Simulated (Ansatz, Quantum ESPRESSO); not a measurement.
**RbCl (Fm-3m): phonons by linear response**

Aim: the phonon dispersion of RbCl (Fm-3m), checked by a second program.

Program: Quantum ESPRESSO 7.5. Level of theory: DFT PBE, scalar-relativistic, plane waves, PseudoDojo norm-conserving pseudopotentials. Results are calculated unless marked as measured.

Most raw output is cut from this account.

The database entry behind the starting cell differs from later determinations by our own check (about 0.5 % short), so it need not match the best structure at ambient conditions.

**1. The starting structure**

It takes space group Fm-3m (No. 225, cubic). Conventional cell: a = 6.548 Å, b = 6.548 Å, c = 6.548 Å, α = 90.00°, β = 90.00°, γ = 90.00°. Rb has 6 Cl at 3.27 Å nearest. Nearest to Cl lie 6 Rb at 3.27 Å. Farther neighbours and most contacts between anions are not listed.

**2. A first look**

A cheap run with smearing and empty bands tells whether the crystal has a gap, which decides between fixed occupations and smearing later on.

Input file probe.in:

```
 &control
    calculation='scf',
    prefix='x',
    outdir='./tmp',
    pseudo_dir='./pseudo',
    tprnfor=.true.,
    tstress=.true.,
    verbosity='high',
 /
 &system
    ibrav=0,
    nat=2,
    ntyp=2,
    ecutwfc=58.0,
    occupations='smearing',
    smearing='gaussian',
    degauss=0.01,
 /
 &electrons
    conv_thr=1.0d-07,
    mixing_beta=0.7,
    electron_maxstep=100,
 /
ATOMIC_SPECIES
 Rb     85.4678  Rb.upf
 Cl     35.4500  Cl.upf
CELL_PARAMETERS angstrom
    -3.274000000    0.000000000    3.274000000
     0.000000000    3.274000000    3.274000000
    -3.274000000    3.274000000    0.000000000
ATOMIC_POSITIONS crystal
 Rb     0.000000000   0.000000000   0.000000000
 Cl     0.500000000   0.500000000   0.500000000
K_POINTS automatic
 6 6 6 0 0 0
```

Started as:

```sh
> OMP_NUM_THREADS=1 mpirun -n 2 pw.x -nk 2 -in probe.in > probe.out
```

Wall time 5.4 s (2 MPI ranks of Intel Xeon Platinum 8375C at 2.90GHz (Ice Lake), shared host); 10 s of CPU time.

This step gave:

```yaml
volume_per_atom: 35.09 Å³
pressure: 1.121 GPa
gap_on_the_k_mesh: 5.050 eV
```

A gap of 5.0 eV opens on this mesh, so the crystal is taken as an insulator; the start stands at 1.1 GPa.

**3. Relaxing the cell and atoms**

The relaxation runs at a cutoff a fifth above that of the response, since stress converges more slowly with the basis than frequencies do. Forces and stress are brought to rest with tight thresholds.

Input file relax.in:

```
 &control
    calculation='vc-relax',
    prefix='x',
    outdir='./tmp',
    pseudo_dir='./pseudo',
    tprnfor=.true.,
    tstress=.true.,
    forc_conv_thr=2.0d-05,
    etot_conv_thr=1.0d-07,
    nstep=40,
 /
 &system
    ibrav=0,
    nat=2,
    ntyp=2,
    ecutwfc=70,
    occupations='fixed',
    nbnd=10,
 /
 &electrons
    conv_thr=1.0d-11,
    mixing_beta=0.7,
    electron_maxstep=100,
 /
 &ions
 /
 &cell
    press_conv_thr=0.2,
 /
ATOMIC_SPECIES
 Rb     85.4678  Rb.upf
 Cl     35.4500  Cl.upf
CELL_PARAMETERS angstrom
    -3.274000000    0.000000000    3.274000000
     0.000000000    3.274000000    3.274000000
    -3.274000000    3.274000000    0.000000000
ATOMIC_POSITIONS crystal
 Rb     0.000000000   0.000000000   0.000000000
 Cl     0.500000000   0.500000000   0.500000000
K_POINTS automatic
 6 6 6 0 0 0
```

Started as:

```sh
> OMP_NUM_THREADS=1 mpirun -n 2 pw.x -nk 2 -in relax.in > relax.out
```

It took 52 s on 2 MPI ranks.

Step by step:

```csv
step,energy less that of the first step (eV),largest force (eV/Å),pressure (GPa),volume (Å³)
1,0.0000,0.0000,1.13,70.19
2,-0.0027,0.0000,1.02,70.60
3,-0.0054,0.0000,0.90,71.04
4,-0.0089,0.0000,0.73,71.72
5,-0.0128,0.0000,0.49,72.75
6,-0.0158,0.0000,0.15,74.30
7,-0.0162,0.0000,0.01,75.04
8,-0.0162,0.0000,0.00,75.09
9,-0.0163,0.0000,0.00,75.09
```

```csv
"conventional cell, symmetrised",before,after,change
a (Å),6.548,6.697,+2.3 %
b (Å),6.548,6.697,+2.3 %
c (Å),6.548,6.697,+2.3 %
volume (Å³/atom),35.09,37.54,+7.0 %
```

Final coordinates:

```cif
data_structure
_symmetry_space_group_name_H-M 'P 1'
_symmetry_Int_Tables_number 1
_cell_length_a 4.7354
_cell_length_b 4.7354
_cell_length_c 4.7354
_cell_angle_alpha 60.000
_cell_angle_beta 60.000
_cell_angle_gamma 60.000
_cell_volume 75.09
loop_
_atom_site_label
_atom_site_type_symbol
_atom_site_fract_x
_atom_site_fract_y
_atom_site_fract_z
_atom_site_occupancy
Rb1 Rb 0.00000 0.00000 0.00000 1
Cl2 Cl 0.50000 0.50000 0.50000 1
```

The last row of the table of steps is pw.x's closing run on a basis chosen anew for the final cell, so its energy can jump.

This step gave:

| Quantity | Value |
| --- | --- |
| volume per atom | 37.54 Å³ |
| pressure | 0.001 GPa |
| gap on the k-mesh | 4.838 eV |

The volume changes by +7.0 % from the cell with which this run began.

**4. Self-consistent run for the response**

Perturbation theory inherits every error of the wavefunctions, so the threshold is set near the limit of the arithmetic. With a gap, occupations are fixed, which also allows the response to an electric field.

Input file scf.in:

```
 &control
    calculation='scf',
    prefix='x',
    outdir='./tmp',
    pseudo_dir='./pseudo',
    tprnfor=.true.,
    tstress=.true.,
 /
 &system
    ibrav=0,
    nat=2,
    ntyp=2,
    ecutwfc=58.0,
    occupations='fixed',
    nbnd=10,
 /
 &electrons
    conv_thr=1.0d-12,
    mixing_beta=0.7,
    electron_maxstep=100,
 /
ATOMIC_SPECIES
 Rb     85.4678  Rb.upf
 Cl     35.4500  Cl.upf
CELL_PARAMETERS angstrom
    -3.348465325    0.000000000    3.348465325
     0.000000000    3.348465325    3.348465325
    -3.348465325    3.348465325    0.000000000
ATOMIC_POSITIONS crystal
 Rb     0.000000000   0.000000000   0.000000000
 Cl     0.500000000   0.500000000   0.500000000
K_POINTS automatic
 6 6 6 0 0 0
```

Started as:

```sh
> OMP_NUM_THREADS=1 mpirun -n 2 pw.x -nk 2 -in scf.in > scf.out
```

It took 7.2 s on 2 MPI ranks; 14 s of CPU time.

Read from the output:

- pressure: -0.01200 GPa

The cell stands at -0.012 GPa, close enough for phonons.

**5. Phonons on a q mesh**

Linear response treats each wavevector in the unit cell, with no supercell; the 2×2×2 mesh fixes the range of the force constants to be had.

Input file ph.in:

```
phonons
 &inputph
    prefix='x',
    outdir='./tmp',
    fildyn='x.dyn',
    tr2_ph=1.0d-18,
    epsil=.true.,
    ldisp=.true.,
    nq1=2,
    nq2=2,
    nq3=2,
 /
```

Started as:

```sh
> OMP_NUM_THREADS=1 mpirun -n 2 ph.x -nk 2 -in ph.in > ph.out
```

Run time: 5.5 min. Hardware: 2 MPI ranks.

This step gave:

```yaml
miss_of_the_charge_sum_rule: 4.50e-4 e
largest_acoustic_frequency_at_the_zone_centre_before_the_sum_rule: -0.97 cm⁻¹
highest_optical_zone_centre_mode_no_lo_to_term: 101.7 cm⁻¹
lowest_optical_zone_centre_mode: 101.7 cm⁻¹
mean_high_frequency_dielectric_constant: 2.282
largest_born_charge_in_size_third_of_the_trace: 1.167 e
lowest_mode_on_the_q_mesh_acoustic_ones_at_the_zone_centre_apart: 42.17 cm⁻¹
```

Frequencies (cm⁻¹) at each irreducible wavevector; negative means imaginary. Frequencies by wavevector:

```
q (fractions)  star  mode 1  mode 2  mode 3  mode 4  mode 5  mode 6
        0 0 0     1   -0.97   -0.97   -0.97   101.7   101.7   101.7
     0 0 -0.5     4   58.56   58.56    93.9   95.14   95.14   135.3
  0 -0.5 -0.5     3   42.17   42.17   73.61     106     106   116.1
```

Born charge (rows field, columns displacement), before the sum rule (e), principal values of the symmetric part by kind of site:

| atom | atoms with these values | low | middle | high | mean |
| --- | --- | --- | --- | --- | --- |
| Rb1 | 1 | 1.17 | 1.17 | 1.17 | 1.17 |
| Cl2 | 1 | -1.17 | -1.17 | -1.17 | -1.17 |

In full for Cl2:

```
-1.17  0.00  0.00
 0.00 -1.17  0.00
 0.00  0.00 -1.17
```

High-frequency dielectric tensor:

```
2.28 0.00 0.00
0.00 2.28 0.00
0.00 0.00 2.28
```

The acoustic modes at Γ come out as far as 1.0 cm⁻¹ from zero, where they should vanish, a small numerical error; the Born charges miss their sum rule by 4.5e-4 e, which is good.

**6. Force constants in real space**

The dynamical matrices of the mesh are Fourier-transformed to force constants in real space, after the long-range dipole part is taken out.

Input file q2r.in:

```
 &input
    fildyn='x.dyn',
    zasr='crystal',
    flfrc='x.fc',
 /
```

Started as:

```sh
> q2r.x < q2r.in > q2r.out
```

Wall time 0.62 s (1 thread).

**7. Interpolated phonon bands**

From the force constants any wavevector is cheap; points of the mesh come back as solved, but for the sum rule and, in polar crystals, the LO-TO term at Γ; the rest is interpolation.

Input file matdyn.in:

```
 &input
    asr='crystal',
    flfrc='x.fc',
    flfrq='x.freq',
    flvec='x.modes',
    q_in_band_form=.true.,
    q_in_cryst_coord=.true.,
 /
8
  0.0000000   0.0000000   0.0000000  12  ! GAMMA
 -0.0000000   0.5000000   0.5000000  12  ! X
 -0.0000000   0.6250000   0.3750000   1  ! U
 -0.3750000   0.3750000  -0.0000000  12  ! K
  0.0000000   0.0000000   0.0000000  12  ! GAMMA
 -0.0000000   0.5000000  -0.0000000  12  ! L
 -0.2500000   0.5000000   0.2500000  12  ! W
 -0.0000000   0.5000000   0.5000000   1  ! X
```

Started as:

```sh
> matdyn.x -in matdyn.in > matdyn.out
```

Wall time 0.69 s (1 thread).

Numbers from this step:

```yaml
lowest_frequency_on_the_path: 0 cm⁻¹
```

Matdyn.x, sum rule crystal. Phonon branches along the path, in cm⁻¹:

```csv
point,branch 1,branch 2,branch 3,branch 4,branch 5,branch 6
Γ,0,0,0,102,102,161
halfway,34,34,70,106,106,135
X,42,42,74,106,106,116
halfway,44,51,72,105,107,116
U,49,67,68,101,111,115
jump to K,49,67,68,101,111,115
halfway,41,51,69,93,108,142
Γ,0,0,0,102,102,161
halfway,41,41,60,99,99,152
L,59,59,94,95,95,135
halfway,56,60,83,98,105,124
W,61,61,66,100,112,112
halfway,49,54,70,104,108,115
X,42,42,74,106,106,116
```

All branches are real along the path.

**8. Density of states**

Sums over the zone need many more wavevectors than were solved, so the interpolation is sampled on a dense mesh.

Input file matdyn.in:

```
 &input
    asr='crystal',
    flfrc='x.fc',
    dos=.true.,
    fldos='x.dos',
    nk1=12,
    nk2=12,
    nk3=12,
    deltaE=0.3,
 /
```

Started as:

```sh
> matdyn.x -in matdyn.in > matdyn.out
```

The job ended after 2.9 s (1 thread).

This step gave:

```
share of modes beyond 3i cm⁻¹ on the dense interpolated mesh : 0
zero-point energy per atom                                   : 15.78 meV
heat capacity at 300 K                                       : 24.56 J/(mol atoms K)
vibrational entropy at 300 K                                 : 49.39 J/(mol atoms K)
```

The phonon density of states has structure finer than the step of the table below, so its rows give means over 5 cm⁻¹, whole bins alone (the curve runs from 0 to 161 cm⁻¹). Peaks (cm⁻¹: height): total 54.9: 0.126, 59.4: 0.108, 76.5: 0.0886, 107.1: 0.138, 116.1: 0.0755; Cl 54.0: 0.0136, 100.8: 0.111, 107.1: 0.111, 116.1: 0.0702; Rb 54.9: 0.113, 59.4: 0.100, 76.5: 0.0783, 106.2: 0.0275.

Tetrahedra. Phonon density of states against wavenumber; means over each step; values in 1/cm⁻¹/cell:

```
wavenumber (cm⁻¹)    total       Cl       Rb
                5   8.5e-5   2.7e-5   6.5e-5
               10   3.2e-4   9.0e-5   2.3e-4
               15  0.00177   5.0e-4  0.00127
               20  0.00341   9.3e-4  0.00247
               25  0.00657  0.00174  0.00483
               30   0.0106  0.00270  0.00795
               35   0.0175  0.00417   0.0133
               40   0.0321  0.00710   0.0250
               45   0.0604   0.0121   0.0483
               50   0.0776   0.0125   0.0651
               55    0.109   0.0112   0.0979
               60   0.0879  0.00710   0.0808
               65   0.0179  0.00245   0.0155
               70   0.0326  0.00398   0.0286
               75   0.0679  0.00780   0.0601
               80   0.0489  0.00567   0.0432
               85   0.0185  0.00227   0.0162
               90  0.00639  0.00108  0.00531
               95   0.0729   0.0667  0.00624
              100    0.125    0.106   0.0189
              105    0.128    0.102   0.0257
              110   0.0740   0.0613   0.0127
              115   0.0368   0.0340  0.00278
              120   0.0370   0.0353  0.00169
              125   0.0299   0.0283  0.00152
              130   0.0278   0.0258  0.00199
              135   0.0242   0.0217  0.00252
              140   0.0164   0.0137  0.00265
              145   0.0122  0.00972  0.00251
              150  0.00898  0.00684  0.00214
              155  0.00590  0.00433  0.00156
```

Harmonic thermodynamic functions per atom, summed over the density of states scaled to three modes an atom; melting is ignored. Thermodynamic functions:

```csv
T (K),F_vib (meV/atom),S (J/mol-atom/K),C_V (J/mol-atom/K)
0,15.78,0,0
50,13.96,10.2,15.55
100,5.04,23.44,21.83
200,-28.41,39.51,24.1
300,-74.81,49.39,24.56
400,-129.8,56.48,24.73
500,-191.4,62.01,24.8
600,-258,66.53,24.85
700,-329,70.37,24.87
800,-403.7,73.69,24.89
900,-481.6,76.62,24.9
1000,-562.5,79.25,24.91
```

At 300 K the heat capacity has reached 98 % of the Dulong-Petit value.

**9. Modes with the sum rule**

A rigid shift of the crystal must cost nothing, but grids and finite bases break this; the acoustic sum rule is imposed before the matrix is diagonalised again. With Born charges the intensities follow, and the static dielectric tensor.

Input file dynmat.in:

```
 &input
    fildyn='x.dyn1',
    asr='simple',
    fileig='dynmat.eig',
    lperm=.true.,
 /
```

Started as:

```sh
> dynmat.x -in dynmat.in > dynmat.out
```

It took 0.59 s on 1 thread.

Numbers from this step:

* mean static dielectric constant: 5.723

Unit eigenvectors of the mass-weighted matrix after the sum rule; no LO-TO term. The modes at Γ (shares of kinetic energy by element, %):

```
mode  frequency (cm⁻¹)  symmetry  Rb %  Cl %
   1               0.0  acoustic    71    29
   2               0.0  acoustic    71    29
   3               0.0  acoustic    71    29
   4             101.7       T1u    29    71
   5             101.7       T1u    29    71
   6             101.7       T1u    29    71
```

Displacements in mode 5 (101.7 cm⁻¹), the largest set to 1:
```
Rb1  0.00 -0.21 -0.41
Cl2  0.00  0.50  1.00
```

Degenerate modes summed, no LO-TO term. Lines of the infrared spectrum (strongest = 100):

```
position (cm⁻¹)  lines merged  label  IR intensity, relative
            102             3    T1u                     100
```

Static dielectric tensor (ions relaxed, fixed cell):

```
5.72 0.00 0.00
0.00 5.72 0.00
0.00 0.00 5.72
```

The rule moves no optical mode by more than 0.1 cm⁻¹.

**10. Sum rules set otherwise: a sum rule for molecules or wires on a crystal**

This rule also removes rotations, which suits molecules and not a crystal; it is tried to see the harm.

Input file dynmat.in:

```
 &input
    fildyn='x.dyn1',
    asr='zero-dim',
    fileig='dynmat.eig',
    lperm=.true.,
 /
```

Started as:

```sh
> dynmat.x -in dynmat.in > dynmat.out
```

Elapsed: 0.59 s, on 1 thread.

The program raised no error, yet the settings are not those of a careful run.

The fault: a sum rule for molecules or wires on a crystal; 2 optical modes are projected out to zero frequency, as if they were rotations, and the static dielectric tensor is spoilt.

For a crystal the rule has to be 'simple' or 'crystal'.

Zone-centre frequencies as printed; negative means imaginary. Modes:

| mode | frequency (cm⁻¹) |
| --- | --- |
| 1 | 0 |
| 2 | 0 |
| 3 | 0 |
| 4 | 0 |
| 5 | 0 |
| 6 | 101.7 |

**11. The LO-TO splitting (1 0 0)**

A longitudinal polar mode sets up a macroscopic field that stiffens it; the term hangs on the direction from which q goes to zero.

Input file dynmat.in:

```
 &input
    fildyn='x.dyn1',
    asr='simple',
    fileig='dynmat.eig',
    q(1)=1.0,
    q(2)=0.0,
    q(3)=0.0,
 /
```

Started as:

```sh
> dynmat.x -in dynmat.in > dynmat.out
```

The job ended after 0.6 s (1 thread).

This step gave:

```
highest mode moved by the LO-TO term : 161.1 cm⁻¹
```

Zone-centre frequencies as printed; negative means imaginary. Modes:

```
mode  frequency (cm⁻¹)
   1                 0
   2                 0
   3                 0
   4             101.7
   5             101.7
   6             161.1
```

The field moves one mode, from 102 to 161 cm⁻¹; the others stay.

**12. The dispersion under another sum rule (asr all)**

The sum rule corrects the force constants themselves, so it can shift branches at any wavevector, low ones most.

Input file matdyn.in:

```
 &input
    asr='all',
    flfrc='x.fc',
    flfrq='x.freq',
    flvec='x.modes',
    q_in_band_form=.true.,
    q_in_cryst_coord=.true.,
 /
8
  0.0000000   0.0000000   0.0000000   8  ! GAMMA
 -0.0000000   0.5000000   0.5000000   8  ! X
 -0.0000000   0.6250000   0.3750000   1  ! U
 -0.3750000   0.3750000  -0.0000000   8  ! K
  0.0000000   0.0000000   0.0000000   8  ! GAMMA
 -0.0000000   0.5000000  -0.0000000   8  ! L
 -0.2500000   0.5000000   0.2500000   8  ! W
 -0.0000000   0.5000000   0.5000000   1  ! X
```

Started as:

```sh
> matdyn.x -in matdyn.in > matdyn.out
```

Elapsed: 0.65 s, on 1 thread.

At the labelled points the branches move by no more than 0.1 cm⁻¹. The log warns that this rule wants the long-range part of the force constants stored apart (write_lr, read_lr) in a polar crystal, which was not done.

**13. Cross-check with Ansatz**

A second program on the same cell, potentials, cutoff and meshes tests the implementation of the phonon response, not its convergence. Its field response is summed in its own way. Its k mesh is centred on Γ.

This step: DFT PBE, scalar-relativistic, plane waves, PseudoDojo norm-conserving pseudopotentials (Ansatz 0.2.0).

Input file input.yaml:

```yaml
crystal:
  lattice:
    - [-3.348465325, 0.0, 3.348465325]
    - [0.0, 3.348465325, 3.348465325]
    - [-3.348465325, 3.348465325, 0.0]
  atoms:
    - { symbol: Rb, position: [0.0, 0.0, 0.0] }
    - { symbol: Cl, position: [0.5, 0.5, 0.5] }
kpoints:
  mp_grid: { grid: [6, 6, 6] }
hamiltonian:
  xc: pbe
  pseudopotentials: { kind: nc, accuracy: standard }
scf:
  occupations: { method: fixed }
output:
  eigenvalues: true
basis:
  ecutwfc: 789.13
phonons:
  method: dfpt
  dielectric: true
  rigid_motions: translations
  qmesh: [2, 2, 2]
  temperatures: { t_max: 1000, t_step: 50 }
  qpath:
    path:
      - [[0.0, 0.0, 0.0], [0.0, 0.5, 0.5], [0.0, 0.625, 0.375]]
      - [[-0.375, 0.375, 0.0], [0.0, 0.0, 0.0], [0.0, 0.5, 0.0], [-0.25, 0.5, 0.25], [0.0, 0.5, 0.5]]
    npoints: 12
```

Started as:

```sh
> ansatz run input.yaml --threads 2 --pin off --max-ram 4096MiB --backend cpu --events-out ev --progress --plain --runs-dir out
```

Run time: 32 s. Hardware: 2 threads; peak memory 0.81 GiB.

Numbers from this step:

| Item | Value |
| --- | --- |
| sum-rule residual before enforcement | 2.01e-4 eV/Å² |
| miss of the charge sum rule | 7.88e-6 e |
| mean frequency | 84.8 cm⁻¹ |
| Debye temperature (second moment) | 167 K |
| logarithmic mean frequency | 78.8 cm⁻¹ |
| mean high-frequency dielectric constant | 2.281 |
| largest Born charge in size (third of the trace) | 1.166 e |
| mean static dielectric constant | 5.721 |
| lowest mode on the q mesh (acoustic ones at the zone centre apart) | 42.16 cm⁻¹ |
| zero-point energy per atom | 15.77 meV |
| vibrational entropy at 300 K | 49.42 J/(mol atoms K) |

Transverse modes. Lines of the infrared spectrum (strongest = 100):

```
position (cm⁻¹)  label  IR intensity ((D/Å)²/amu), degenerate modes summed, relative
            102    T1u                                                           100
```

**14. The two compared: QE PseudoDojo and Ansatz, PseudoDojo**

Numbers from this step:

```yaml
root_mean_square_difference: 0.01 cm⁻¹
largest_difference: 0.02 cm⁻¹
root_mean_square_difference_on_the_path: 0 cm⁻¹
largest_difference_on_the_path: 0.1 cm⁻¹
```

The two runs side by side. Further quantities:

| quantity | QE PseudoDojo | Ansatz, PseudoDojo |
| --- | --- | --- |
| mean ε∞ | 2.282 | 2.281 |
| largest Born charge in size (e; the first before, the second after the charge sum rule) | 1.167 | 1.166 |

The interpolated bands of the two lie on top of each other.

At the solved wavevectors the largest difference (acoustic modes at Γ apart) is 0.01 % of the highest mode.

**15. Outcome**

| Quantity | Value |
| --- | --- |
| space group after relaxation | Fm-3m |
| volume per atom | 37.5 Å³ |
| gap on the k-mesh | 4.84 eV |
| highest optical zone-centre mode (no LO-TO term) | 101.7 cm⁻¹ |
| highest mode moved by the LO-TO term | 161.1 cm⁻¹ |
| mean high-frequency dielectric constant | 2.28 |
| largest Born charge in size (third of the trace) | 1.17 e |
| mean static dielectric constant | 5.72 |
| q mesh | 2×2×2 |
| lowest mode on the q mesh (acoustic ones at the zone centre apart) | 42.2 cm⁻¹ |
| zero-point energy per atom | 15.8 meV |
| heat capacity at 300 K | 24.6 J/(mol atoms K) |
| vibrational entropy at 300 K | 49.4 J/(mol atoms K) |
| imaginary modes on the q mesh | none |
| largest difference from Ansatz, PseudoDojo | 0.02 cm⁻¹ |

RbCl (Fm-3m) is dynamically stable on the 2×2×2 mesh; its spectrum reaches 161 cm⁻¹. At the PBE level the optical modes of RbCl (Fm-3m) at the zone centre (no LO-TO term) lie at 102 cm⁻¹. Along the directions run, the highest mode that the macroscopic field moves lies at 161 cm⁻¹. Lattice motion raises the mean dielectric constant from 2.282 to 5.723. The Born charge of Cl is -1.167 e against a formal charge of -1, somewhat above it. The Lyddane-Sachs-Teller relation holds: (ωLO/ωTO)² is 2.51 and ε₀/ε∞ is 2.51. QE PseudoDojo and Ansatz, PseudoDojo agree to 0.02 cm⁻¹ (0.01 % of the highest mode compared) on all solved modes but the acoustic ones at Γ, without the LO-TO term. These are harmonic frequencies at zero temperature: anharmonic shifts and linewidths and thermal expansion are left out.

[Host names and launcher messages were left out of these logs when they were recorded.]

[Logs are printed without paths, hosts, clocks, repeated set-up lines and the standing remarks that a program may print on its own settings, such as how far it seeks lower states.]

[Hosts, paths, dates, database ids (printed as entryN), source tags and the programs' standing remarks are cut or masked in the printed files.]
